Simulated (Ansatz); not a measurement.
# CdS (Greenockite) (P6_3mc) in Ansatz: a series of runs

One crystal, CdS (Greenockite), is run at these levels: PBE, RPBE+D4; tasks: band structure, single point, equation of state.

Program: Ansatz 0.2.0. These are calculated values, not measurements. Logs are shortened: lines on timing, memory, paths and dates and some standing lists are left out, and cuts for length are marked.

**Measured values to compare with.**

From “Isotope dependence of band-gap energy”, 2008, arxiv:0807.2152, for a bulk crystal of CdS: band gap 2.5809 ± 0.0002 eV.

The runs below are set against these values where they give the same quantity.

### 1 The structure

The structure is hexagonal, space group P6_3mc (No. 186). The conventional cell has a = 4.150 Å, b = 4.150 Å, c = 6.737 Å, α = 90.00°, β = 90.00°, γ = 120.00°. Around Cd (site symmetry 3m) lie 4 S at 2.53 to 2.54 Å. S (site symmetry 3m) has 4 Cd at 2.53 to 2.54 Å as nearest neighbours.

### 2 Band structure, PBE

input.yaml

```yaml
crystal:
  lattice:
    - [4.15, 0.0, 0.0]
    - [-2.075, 3.5940054257, 0.0]
    - [0.0, 0.0, 6.737]
  atoms:
    - { symbol: Cd, position: [0.6666666667, 0.3333333333, 0.5] }
    - { symbol: Cd, position: [0.3333333333, 0.6666666667, 0.0] }
    - { symbol: S, position: [0.6666666667, 0.3333333333, 0.875] }
    - { symbol: S, position: [0.3333333333, 0.6666666667, 0.375] }
hamiltonian:
  xc: pbe
  pseudopotentials: { kind: paw }
kpoints:
  mp_grid: { grid: [7, 7, 4] }
  band_path:
    path:
      - [[0.0, 0.0, 0.0], [0.5, 0.0, 0.0], [0.3333333333, 0.3333333333, 0.0], [0.0, 0.0, 0.0], [0.0, 0.0, 0.5], [0.5, 0.0, 0.5], [0.3333333333, 0.3333333333, 0.5], [0.0, 0.0, 0.5]]
      - [[0.5, 0.0, 0.5], [0.5, 0.0, 0.0]]
      - [[0.3333333333, 0.3333333333, 0.0], [0.3333333333, 0.3333333333, 0.5]]
    npoints: 14
scf:
  occupations: { method: fermi_dirac, width: 0.05 }
  n_extra_bands: 10
output:
  forces: true
  stress: true
  eigenvalues: true
  fatbands: true
```

Potentials or basis: Ansatz PAW.

Run with:

```sh
$ ansatz run input.yaml --threads 2 --pin off --max-ram 5120MiB --backend cpu --events-out ev --progress --plain --runs-dir out
```

The program printed:

```text
Warning: RAYON_NUM_THREADS=2 ignored (pool sized by the plan → 2); use --threads N
scf.n_extra_bands = 10 over 26 filled bands (N_el = 52.0): the run solves 36 bands
Engine: ansatz 0.2.0, aarch64-unknown-linux-gnu
Pseudopotentials: kind: paw
Pseudopotential: Cd, paw, valence charge 20, recommended cutoff 420 eV (normal), Cd.paw.azcp
Pseudopotential: S, paw, valence charge 6, recommended cutoff 420 eV (normal), S.paw.azcp
Functional definition: PBE
  parameter kappa = 0.804
  parameter beta = 0.06672455060314922
  exchange = pbe_x(kappa = kappa, mu = beta*pi^2/3)
  correlation = pbe_c(beta = beta)
Crystal: 4 atoms, lattice volume = 100.483 Å³
Basis set: ecut = 420 eV, 1973 PW (Γ), exchange–correlation on 60×60×96 points (8 copies of the dense FFT grid, shifted against one another)
Bands: 36, of which v1, the nominal top of the filled ones, is band 26 counted from 1 (25 counted from 0)
Symmetry: 12 space group operations
Space group: P63mc (ITA 186), of the structure as read, at distance tolerance 4.6e-5 Å
k-points: 24 of 196 (time reversal used)
Non-local potential: Cd, projectors of the file, l = 0: 3, l = 1: 2, l = 2: 2, l = 3: 1
Non-local potential: S, projectors of the file, l = 0: 2, l = 1: 2, l = 2: 2
PAW form: soft (Blöchl's): semilocal exchange-correlation on the pseudo side does not see the compensation charge
PAW one-centre angular grid: Cd, 590 points (default); XC on 64 Gauss nodes
PAW one-centre angular grid: S, 110 points (default); XC on 64 Gauss nodes
Initial density: superposition of atomic densities (neutral atoms: chi_scale 0, normalization atom), corrected by the library's trained network
Initial wavefunctions: pseudopotential atomic-orbital guess
Functional: x = pbe(κ = 0.804, μ = 0.2195149727645171), c = pbe(β = 0.06672455060314922)
SCF iter   1: F=—  HF=-18315.636270 eV  |F-HF|=—  |Δ(HF+E_count)|=         —  Δρ=6.21e-4  dr2=4.45e-4  ethr=1.77e-3  ⟨swp⟩=6.2  Hψ=3608  notcnv=0  defer=20
preconditioner: auto → Resta (q_TF=auto, 2.445 Å⁻¹)  ε∞=3.9  [insulator: Δε(μ)=1.190 eV  Ē_g=13.114 eV  σ=0.050 eV  W_gap=1.00  n_scr=22 (ndim 8)  ℏωp=22.2 eV  f_vac=0.131  D(μ)=0.00/eV (n_scr^D=0)  ε∞_Penn≈3.9]
SCF iter   2: F=—  HF=-18315.637667 eV  |F-HF|=—  |Δ(HF+E_count)|=   1.40e-3  Δρ=3.19e-4  dr2=1.19e-4  ethr=8.56e-7  ⟨swp⟩=2.5  Hψ=1699  notcnv=0  defer=41
SCF iter   3: F=—  HF=-18315.637719 eV  |F-HF|=—  |Δ(HF+E_count)|=   5.26e-5  Δρ=1.24e-4  dr2=1.29e-5  ethr=2.29e-7  ⟨swp⟩=2.0  Hψ=1092  notcnv=0  defer=41
SCF iter   4: F=—  HF=-18315.637818 eV  |F-HF|=—  |Δ(HF+E_count)|=   9.90e-5  Δρ=4.04e-5  dr2=1.54e-6  ethr=2.49e-8  ⟨swp⟩=2.0  Hψ=1208  notcnv=0  defer=41
SCF iter   5: F=—  HF=-18315.637822 eV  |F-HF|=—  |Δ(HF+E_count)|=   3.55e-6  Δρ=1.01e-5  dr2=1.01e-7  ethr=2.96e-9  ⟨swp⟩=2.0  Hψ=1232  notcnv=0  defer=41
SCF iter   6: F=-18315.637822 eV  HF=-18315.637822 eV  |F-HF|=2.57e-9  |Δ(HF+E_count)|=   1.63e-7  Δρ=3.01e-6  dr2=1.16e-8  ethr=1.92e-10  ⟨swp⟩=8.9  Hψ=3836  notcnv=0
SCF 1 converged in 6 iterations: F = -18315.637822 eV  dr2 = 1.16e-8
NSCF: frozen V_eff on 129 k-points
SCF converged after 6 iterations
Free energy (F): -18315.637822 eV
Harris-Foulkes:  -18315.637822 eV  (|F-HF|=2.57e-9)
Internal energy: -18315.637822 eV  (E = F + TS)
E sigma→0 (E₀):  -18315.637822 eV
Entropy (-TS):   -0.000000 eV (-0.000 meV/atom)
Fermi energy:    7.360276 eV
--- Per-component energies (eV) ---
  E_band       = -1020.662359
  E_kinetic    = 1223.478220
  E_local      = -8071.792073  (includes V_loc(G=0)·N_el)
  E_nonlocal   = 124.357439
  E_hartree    = 3706.035721
  E_xc         = -547.680543
  E_vxc        = -618.076393  (∫ρ·V_xc dr)
  E_paw        = -9367.644392  (= ΣΔE_a)
  E_vpaw       = -1090.706298  (= ΣTr[D̂ρ^β])
  E_aug_tail   = 0.000032  (compensation charges beyond the density's cutoff)
  E_ewald      = -5382.392226
  E_smearing   = -0.000000  (= −TS)
  E_closure    = -0.000000  (closes the sum)
  Σ components = -18315.637822   (vs F -18315.637822, Δ=0.00e0)
--- Forces (eV/Å), atoms counted from 1 ---
  atom   1  Cd     0.00000000    -0.00000000    -0.06785394
  atom   2  Cd    -0.00000000     0.00000000    -0.06785394
  atom   3  S      0.00000000    -0.00000000     0.06785244
  atom   4  S      0.00000000     0.00000000     0.06785244
  max |Σ_I F_I| component: 3.00e-6 eV/Å
--- Stress (GPa, compression-positive) ---
        1.860195       0.000000      -0.000000
        0.000000       1.860195       0.000000
       -0.000000       0.000000       2.495906
  P = ⅓ Tr σ = 2.0721 GPa (20.721 kbar)
--- Band table (eV; the first three rows and the last of 24) ---
  k-point 0: bands = ["-94.5374", "-94.5374", "-55.6103", "-55.6103", "-55.6102", "-55.6102", "-55.6101", "-55.6095", "-5.5605", "-5.1338", "-0.9349", "-0.9129", "-0.9129", "-0.8272", "-0.8272", "-0.5140", "-0.5140", "-0.4247", "-0.4247", "-0.0902", "2.4049", "5.9765", "5.9765", "6.6889", "6.7317", "6.7317", "7.9277", "9.5228", "13.1914", "13.1914", "13.5174", "14.2897", "14.2897", "14.4092", "16.5624", "16.5624"]
  k-point 1: bands = ["-94.5374", "-94.5374", "-55.6103", "-55.6103", "-55.6102", "-55.6102", "-55.6100", "-55.6095", "-5.4965", "-5.1938", "-0.9037", "-0.9037", "-0.8891", "-0.8432", "-0.8432", "-0.4980", "-0.4980", "-0.4348", "-0.4348", "-0.3550", "3.0106", "5.6996", "6.0807", "6.0807", "6.6141", "6.6141", "8.8119", "9.5955", "13.0352", "13.2610", "13.2610", "13.7993", "14.0048", "14.0048", "17.0281", "17.0281"]
  k-point 2: bands = ["-94.5374", "-94.5374", "-55.6102", "-55.6102", "-55.6102", "-55.6102", "-55.6098", "-55.6098", "-5.3432", "-5.3432", "-0.8768", "-0.8768", "-0.8768", "-0.8768", "-0.7096", "-0.7096", "-0.4635", "-0.4635", "-0.4635", "-0.4635", "4.2853", "4.2853", "6.3408", "6.3408", "6.3408", "6.3408", "9.5729", "9.5729", "12.9037", "12.9037", "13.5392", "13.5392", "13.5392", "13.5392", "17.9290", "17.9290"]
  k-point 23: bands = ["-94.5374", "-94.5374", "-55.6106", "-55.6106", "-55.6105", "-55.6105", "-55.6097", "-55.6097", "-5.0507", "-5.0507", "-0.7538", "-0.7538", "-0.7194", "-0.7194", "-0.5344", "-0.5344", "-0.4719", "-0.4719", "0.0166", "0.0166", "2.8082", "2.8082", "4.5023", "4.5023", "5.6080", "5.6080", "11.0578", "11.0578", "12.7340", "12.7340", "13.2859", "13.2859", "15.3885", "15.3885", "17.0166", "17.0166"]
```

Wall time 17 s (2 threads of Arm Neoverse V2, shared host); peak memory 0.48 GiB.

What came out:

| Item | Value |
| --- | --- |
| Free energy | -18315.6378 eV |
| Pressure | 2.1 GPa |
| Largest force | 0.068 eV/Å |
| Band gap on the k mesh | 1.20 eV, direct |
| Band gap along the path | 1.20 eV, direct |

Forces on the atoms (eV/Å):
```
Cd   0.000  0.000 -0.068
Cd   0.000  0.000 -0.068
S    0.000  0.000  0.068
S    0.000  0.000  0.068
```

Levels at the corners of the path, in eV from the valence-band top:
```
point  band 24  band 25  band 26  band 27  band 28  band 29
    Γ    -0.04     0.00     0.00     1.20     2.79     6.46
    M    -1.84    -1.28    -0.73     3.70     3.89     5.11
    K    -1.83    -1.83    -1.59     4.65     5.07     5.07
    Γ    -0.04     0.00     0.00     1.20     2.79     6.46
    A    -0.39    -0.39    -0.39     2.84     2.84     6.17
    L    -1.32    -1.31    -1.31     3.48     3.48     5.39
    H    -2.37    -1.10    -1.10     4.39     4.39     6.09
    A    -0.39    -0.39    -0.39     2.84     2.84     6.17
    L    -1.32    -1.31    -1.31     3.48     3.48     5.39
    M    -1.84    -1.28    -0.73     3.70     3.89     5.11
    K    -1.83    -1.83    -1.59     4.65     5.07     5.07
    H    -2.37    -1.10    -1.10     4.39     4.39     6.09
```

### 3 Single point, RPBE+D4, 23.61 Å³/atom (volume scaled by 0.94)

input.yaml

```yaml
crystal:
  lattice:
    - [4.0652823512, 0.0, 0.0]
    - [-2.0326411756, 3.5206377897, 0.0]
    - [0.0, 0.0, 6.5994716144]
  atoms:
    - { symbol: Cd, position: [0.6666666667, 0.3333333333, 0.5] }
    - { symbol: Cd, position: [0.3333333333, 0.6666666667, 0.0] }
    - { symbol: S, position: [0.6666666667, 0.3333333333, 0.875] }
    - { symbol: S, position: [0.3333333333, 0.6666666667, 0.375] }
hamiltonian:
  xc: rpbe
  pseudopotentials: { kind: paw }
  dispersion: d4
kpoints:
  mp_grid: { grid: [7, 7, 4] }
scf:
  occupations: { method: fermi_dirac, width: 0.05 }
output:
  forces: true
  stress: true
  eigenvalues: true
```

Potentials or basis: Ansatz PAW.

Run with:

```sh
$ ansatz run input.yaml --threads 2 --pin off --max-ram 5120MiB --backend cpu --events-out ev --progress --plain --runs-dir out
```

Run time: 2.4 s. Hardware: 2 threads of Arm Neoverse V2, shared host; peak memory 0.34 GiB.

Results (log left out):

- Free energy: -18341.4062 eV
- Pressure: 3.9 GPa
- Largest force: 0.088 eV/Å
- Band gap on the k mesh: 1.52 eV, direct

Caveat: odd divisions of the mesh miss points on the zone boundary, where band edges often lie, so the gap on the mesh can be too wide; the PAW data sets come from PBE, with cores solved anew for the run's functional, which leaves a small shift of forces and pressure.

### 4 Single point, RPBE+D4, 24.12 Å³/atom (volume scaled by 0.96)

input.yaml, as its differences from that of step 3:

```diff
@@ -2,5 +2,5 @@
   lattice:
-    - [4.0652823512, 0.0, 0.0]
-    - [-2.0326411756, 3.5206377897, 0.0]
-    - [0.0, 0.0, 6.5994716144]
+    - [4.0939120434, 0.0, 0.0]
+    - [-2.0469560217, 3.5454318304, 0.0]
+    - [0.0, 0.0, 6.6459482979]
   atoms:
```

Run with:

```sh
$ ansatz run input.yaml --threads 2 --pin off --max-ram 5120MiB --backend cpu --events-out ev --progress --plain --runs-dir out
```

Run time: 2.4 s. Hardware: 2 threads of Arm Neoverse V2, shared host; peak memory 0.34 GiB.

Results (log left out):

```yaml
Free_energy: -18341.4461 eV
Pressure: 2.4 GPa
Largest_force: 0.084 eV/Å
Band_gap_on_the_k_mesh: 1.48 eV, direct
```

Caveat: odd divisions of the mesh miss points on the zone boundary, where band edges often lie, so the gap on the mesh can be too wide; the PAW data sets come from PBE, with cores solved anew for the run's functional, which leaves a small shift of forces and pressure.

### 5 Single point, RPBE+D4, 24.62 Å³/atom (volume scaled by 0.98)

input.yaml, as its differences from that of step 4:

```diff
@@ -2,5 +2,5 @@
   lattice:
-    - [4.0939120434, 0.0, 0.0]
-    - [-2.0469560217, 3.5454318304, 0.0]
-    - [0.0, 0.0, 6.6459482979]
+    - [4.1221468118, 0.0, 0.0]
+    - [-2.0610734059, 3.5698838571, 0.0]
+    - [0.0, 0.0, 6.6917838725]
   atoms:
```

Run with:

```sh
$ ansatz run input.yaml --threads 2 --pin off --max-ram 5120MiB --backend cpu --events-out ev --progress --plain --runs-dir out
```

Run time: 2.4 s. Hardware: 2 threads of Arm Neoverse V2, shared host; peak memory 0.34 GiB.

Results (log left out):

```
Free energy            : -18341.4683 eV
Pressure               : 1.1 GPa
Largest force          : 0.080 eV/Å
Band gap on the k mesh : 1.43 eV, direct
```

Caveat: odd divisions of the mesh miss points on the zone boundary, where band edges often lie, so the gap on the mesh can be too wide; the PAW data sets come from PBE, with cores solved anew for the run's functional, which leaves a small shift of forces and pressure.

### 6 Single point, RPBE+D4, 25.12 Å³/atom

input.yaml, as its differences from that of step 5:

```diff
@@ -2,5 +2,5 @@
   lattice:
-    - [4.1221468118, 0.0, 0.0]
-    - [-2.0610734059, 3.5698838571, 0.0]
-    - [0.0, 0.0, 6.6917838725]
+    - [4.15, 0.0, 0.0]
+    - [-2.075, 3.5940054257, 0.0]
+    - [0.0, 0.0, 6.737]
   atoms:
```

Potentials or basis: Ansatz PAW.

Run with:

```sh
$ ansatz run input.yaml --threads 2 --pin off --max-ram 5120MiB --backend cpu --events-out ev --progress --plain --runs-dir out
```

Wall time 2.6 s (2 threads of Arm Neoverse V2, shared host); peak memory 0.34 GiB.

The run converged. Its results:

* Free energy: -18341.4748 eV
* Pressure: -0.1 GPa
* Largest force: 0.076 eV/Å
* Band gap on the k mesh: 1.38 eV, direct

Caveat: odd divisions of the mesh miss points on the zone boundary, where band edges often lie, so the gap on the mesh can be too wide; the PAW data sets come from PBE, with cores solved anew for the run's functional, which leaves a small shift of forces and pressure.

### 7 Single point, RPBE+D4, 25.62 Å³/atom (volume scaled by 1.02)

input.yaml, as its differences from that of step 6:

```diff
@@ -2,5 +2,5 @@
   lattice:
-    - [4.15, 0.0, 0.0]
-    - [-2.075, 3.5940054257, 0.0]
-    - [0.0, 0.0, 6.737]
+    - [4.1774842447, 0.0, 0.0]
+    - [-2.0887421223, 3.6178074798, 0.0]
+    - [0.0, 0.0, 6.7816171943]
   atoms:
@@ -22 +22,5 @@
   eigenvalues: true
+  write_density: true
+  write_potential: true
+  elf: true
+  volumetric_format: npy
```

Run with:

```sh
$ ansatz run input.yaml --threads 2 --pin off --max-ram 5120MiB --backend cpu --events-out ev --progress --plain --runs-dir out
```

It took 3.8 s on 2 threads of Arm Neoverse V2, shared host; peak memory 0.36 GiB.

Results (log left out):

```
Free energy            : -18341.4671 eV
Pressure               : -1.1 GPa
Largest force          : 0.072 eV/Å
Band gap on the k mesh : 1.34 eV, direct
```

Caveat: odd divisions of the mesh miss points on the zone boundary, where band edges often lie, so the gap on the mesh can be too wide; the PAW data sets come from PBE, with cores solved anew for the run's functional, which leaves a small shift of forces and pressure.

### 8 Single point, RPBE+D4, 26.13 Å³/atom (volume scaled by 1.04)

input.yaml, as its differences from that of step 7:

```diff
@@ -2,5 +2,5 @@
   lattice:
-    - [4.1774842447, 0.0, 0.0]
-    - [-2.0887421223, 3.6178074798, 0.0]
-    - [0.0, 0.0, 6.7816171943]
+    - [4.2046115259, 0.0, 0.0]
+    - [-2.1023057629, 3.6413003944, 0.0]
+    - [0.0, 0.0, 6.8256549035]
   atoms:
@@ -22,5 +22 @@
   eigenvalues: true
-  write_density: true
-  write_potential: true
-  elf: true
-  volumetric_format: npy
```

Run with:

```sh
$ ansatz run input.yaml --threads 2 --pin off --max-ram 5120MiB --backend cpu --events-out ev --progress --plain --runs-dir out
```

It took 2.7 s on 2 threads of Arm Neoverse V2, shared host; peak memory 0.35 GiB.

The run converged. Its results:

```yaml
Free_energy: -18341.4468 eV
Pressure: -2.1 GPa
Largest_force: 0.068 eV/Å
Band_gap_on_the_k_mesh: 1.29 eV, direct
```

Caveat: odd divisions of the mesh miss points on the zone boundary, where band edges often lie, so the gap on the mesh can be too wide; the PAW data sets come from PBE, with cores solved anew for the run's functional, which leaves a small shift of forces and pressure.

### 9 Single point, RPBE+D4, 26.63 Å³/atom (volume scaled by 1.06)

input.yaml, as its differences from that of step 8:

```diff
@@ -2,5 +2,5 @@
   lattice:
-    - [4.2046115259, 0.0, 0.0]
-    - [-2.1023057629, 3.6413003944, 0.0]
-    - [0.0, 0.0, 6.8256549035]
+    - [4.2313932131, 0.0, 0.0]
+    - [-2.1156966065, 3.6644940159, 0.0]
+    - [0.0, 0.0, 6.8691315847]
   atoms:
```

Potentials or basis: Ansatz PAW.

Run with:

```sh
$ ansatz run input.yaml --threads 2 --pin off --max-ram 5120MiB --backend cpu --events-out ev --progress --plain --runs-dir out
```

It took 2.7 s on 2 threads of Arm Neoverse V2, shared host; peak memory 0.35 GiB.

Results (log left out):

```yaml
Free_energy: -18341.4153 eV
Pressure: -2.9 GPa
Largest_force: 0.065 eV/Å
Band_gap_on_the_k_mesh: 1.24 eV, direct
```

Caveat: odd divisions of the mesh miss points on the zone boundary, where band edges often lie, so the gap on the mesh can be too wide; the PAW data sets come from PBE, with cores solved anew for the run's functional, which leaves a small shift of forces and pressure.

### 10 Equation of state, RPBE+D4

No new run: the results of the series are fitted here.

Results:

```yaml
Equilibrium_volume: 25.09 Å³/atom
Bulk_modulus_at_fixed_shape_and_positions: 56 GPa
Pressure_derivative_of_the_bulk_modulus: 4.6
```

Energy against volume, from the lowest point:
| volume (Å³/atom) | energy (meV/atom) |
| --- | --- |
| 23.614 | 17.13 |
| 24.116 | 7.17 |
| 24.618 | 1.61 |
| 25.121 | 0.00 |
| 25.623 | 1.92 |
| 26.126 | 6.98 |
| 26.628 | 14.86 |

Caveat: the potentials were made for another functional, which shifts forces and pressure; the cell was scaled at fixed shape and fractional positions, which overstates the stiffness of a crystal with free parameters, most of all of layers and chains.

### 11 Against experiment

Step 2. Measured gap of CdS: 2.5809 eV (quoted in “Isotope dependence of band-gap energy”, 2008, arxiv:0807.2152). This calculation gives 1.20 eV (-1.38 eV). So large a miss can be the level of theory's own, or it may mean another phase, state or a wrong row. Spin-orbit coupling on Cd is left out. The value is that of PBE, without temperature or zero-point motion. Semilocal functionals fall short of measured gaps as a rule.
